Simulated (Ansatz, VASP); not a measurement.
# SnTe (linear Sn-Te chain): VASP beside Ansatz, part 2 of 2

Aim: how closely do two programs agree when they are given the same cell, functional and k mesh? The structure shown is the end of the Ansatz relaxation below.

VASP 6.6.1 and Ansatz 0.2.0.

So far: The starting structure; Ansatz: relaxation, PBE; VASP: single point, PBE.

## (3) VASP: single point, PBE (continued)

Level of this step: PBE, spin-polarised from a ferromagnetic start; plane waves and PAW (Sn_d, Te) (VASP).

Numbers of over 12 decimals in the logs are rounded to 6 here.

From OUTCAR (step 3):

```text
ion  position               nearest neighbor table
   1  0.500  0.500  0.000-   2 2.82   2 2.82
   2  0.500  0.500  0.500-   1 2.82   1 2.82

  LATTYP: Found a simple tetragonal cell.
 ALAT       =     7.5000000000
 C/A-ratio  =     0.7509981845

 Subroutine GETGRP returns: Found 16 space group operations
 (whereof 16 operations were pure point group operations)

The static configuration has the point symmetry D_4h.

 Found      8 irreducible k-points:

   k-points           NKPTS =      8   k-points in BZ     NKDIM =      8   number of bands    NBANDS=     18

   dimension x,y,z NGX =    56 NGY =   56 NGZ =   42
   dimension x,y,z NGXF=   112 NGYF=  112 NGZF=   84

   ENCUT  =  500.0 eV  36.75 Ry    6.06 a.u.  13.67 13.67 10.27*2*pi/ulx,y,z

   NELECT =      20.0000    total number of electrons

 k-points in reciprocal lattice and weights: Automatic mesh
   0.00000000  0.00000000  0.00000000       0.067
   0.00000000  0.00000000  0.06666667       0.133
   0.00000000  0.00000000  0.13333333       0.133
   0.00000000  0.00000000  0.20000000       0.133
   0.00000000  0.00000000  0.26666667       0.133
   0.00000000  0.00000000  0.33333333       0.133
   0.00000000  0.00000000  0.40000000       0.133
   0.00000000  0.00000000  0.46666667       0.133

 average (electrostatic) potential at core
       1-109.7384       2 -96.2299

 E-fermi :  -2.0468

 spin component 1
 k-point     1 :       0.0000    0.0000    0.0000
  band No.  band energies     occupation
    ...
      6     -13.1071      1.00000
      7      -7.8415      1.00000
      8      -6.2819      1.00000
      9      -4.1074      1.00000
     10      -4.1074      1.00000
     11      -0.6010      0.00000
     12      -0.6010      0.00000
     13       0.7283      0.00000
     14       2.1229      0.00000
     15       3.4103      0.00000
    ...

 k-point     2 :       0.0000    0.0000    0.0667
  band No.  band energies     occupation
    ...
      6     -13.0961      1.00000
      7      -8.0539      1.00000
      8      -6.0119      1.00000
      9      -4.0877      1.00000
     10      -4.0877      1.00000
     11      -0.6747      0.00000
     12      -0.6747      0.00000
     13       0.7490      0.00000
     14       2.1435      0.00000
     15       3.4304      0.00000
    ...

 k-point     3 :       0.0000    0.0000    0.1333
  band No.  band energies     occupation
    ...
      6     -13.0638      1.00000
      7      -8.4742      1.00000
      8      -5.4183      1.00000
      9      -4.0294      1.00000
     10      -4.0294      1.00000
     11      -0.8744      0.00000
     12      -0.8744      0.00000
     13       0.8111      0.00000
     14       2.2052      0.00000
     15       3.4907      0.00000
    ...

 k-point     4 :       0.0000    0.0000    0.2000
  band No.  band energies     occupation
    ...
      6     -13.0134      1.00000
      7      -8.9106      1.00000
      8      -4.6914      1.00000
      9      -3.9346      1.00000
     10      -3.9346      1.00000
     11      -1.1532      0.00000
     12      -1.1532      0.00000
     13       0.9146      0.00000
     14       2.3079      0.00000
     15       3.5329      0.00000
    ...

 k-point     5 :       0.0000    0.0000    0.2667
  band No.  band energies     occupation
    ...
      6     -12.9507      1.00000
      7      -9.3020      1.00000
      8      -3.8896      1.00000
      9      -3.8083      1.00000
     10      -3.8083      1.00000
     11      -1.4647      0.00001
     12      -1.4647      0.00001
     13       1.0587      0.00000
     14       2.4516      0.00000
     15       2.8579      0.00000
    ...

 k-point     6 :       0.0000    0.0000    0.3333
  band No.  band energies     occupation
    ...
      6     -12.8847      1.00000
      7      -9.6217      1.00000
      8      -3.6602      1.00000
      9      -3.6602      1.00000
     10      -3.0371      1.00000
     11      -1.7705      0.00396
     12      -1.7705      0.00396
     13       1.2383      0.00000
     14       1.9834      0.00000
     15       2.6358      0.00000
    ...

  Total        0.3545206      0.3545206      0.0273933      0.0000000     -0.0000000      0.0000000
  in kB        1.7927900      1.7927900      0.1385262      0.0000000     -0.0000000      0.0000000
  external PRESSURE =       1.2413687 kB  Pullay stress =       0.0000000 kB

  energy-cutoff  :      500.00
  volume of cell :      316.83
      direct lattice vectors                 reciprocal lattice vectors
     7.500000000  0.000000000  0.000000000     0.133333333  0.000000000  0.000000000
     0.000000000  7.500000000  0.000000000     0.000000000  0.133333333  0.000000000
     0.000000000  0.000000000  5.632486384     0.000000000  0.000000000  0.177541486

 POSITION                                       TOTAL-FORCE (eV/Angst)
 -----------------------------------------------------------------------------------
      3.75000      3.75000      0.00000         0.000000      0.000000      0.000000
      3.75000      3.75000      2.81624         0.000000      0.000000      0.000000
 -----------------------------------------------------------------------------------
    total drift:                                0.000000      0.000000      0.000000

  FREE ENERGIE OF THE ION-ELECTRON SYSTEM (eV)
  ---------------------------------------------------
  free  energy   TOTEN  =        -5.5403646684 eV

  energy  without entropy=       -5.5213216658  energy(sigma->0) =       -5.53084317

 total charge
# of ion       s       p       d       tot
------------------------------------------
    1        1.336   0.793   9.962  12.091
    2        1.400   1.940   0.020   3.359
--------------------------------------------------
tot          2.735   2.732   9.982  15.450

 magnetization (x)
# of ion       s       p       d       tot
------------------------------------------
    1        0.009   0.190   0.003   0.202
    2        0.002  -0.020   0.005  -0.014
--------------------------------------------------
tot          0.011   0.170   0.008   0.188

[... 6 further parts left out ...]
```

## (4) Differences

Known differences besides the potentials themselves: VASP starts from the moments at which Ansatz ended; the data sets hold 30 valence electrons in Ansatz (on its default PAW (the set named soft_2) files) and 20 in VASP; the cutoff is 420 eV in Ansatz and 500 eV in VASP; Ansatz's pressure holds a Pulay correction, VASP's none; site moments are counted in spheres of each program's own size. Total energies have different zeros and are not compared.

Compared:

| quantity | Ansatz | VASP | difference |
| --- | --- | --- | --- |
| pressure (GPa) | 0.14 | 0.12 | +0.01 |
| total moment (μB) | 0.43 | 0.44 | -0.01 |
| moment on Sn1 (μB) | 0.15 | 0.20 | -0.06 |

## (5) Summary of results

- difference in total moment (single point, PBE): -0.0099 μB

**Reading.** The difference in total moment is -0.0099 μB (single point, PBE). The data sets hold unlike numbers of valence electrons (30 in Ansatz and 20 in VASP), so part of the differences comes from the potentials. How closely two codes agree says nothing of how well the functional describes the real material.

[Lines on the potential files, build, host, timing and source positions are cut from VASP's logs without a mark.]

[Logs are printed without paths, hosts, clocks, repeated set-up lines and the standing remarks that a program may print on its own settings, such as how far it seeks lower states.]

[Hosts, paths, dates, database ids (printed as entryN), source tags and the programs' standing remarks are cut or masked in the printed files.]
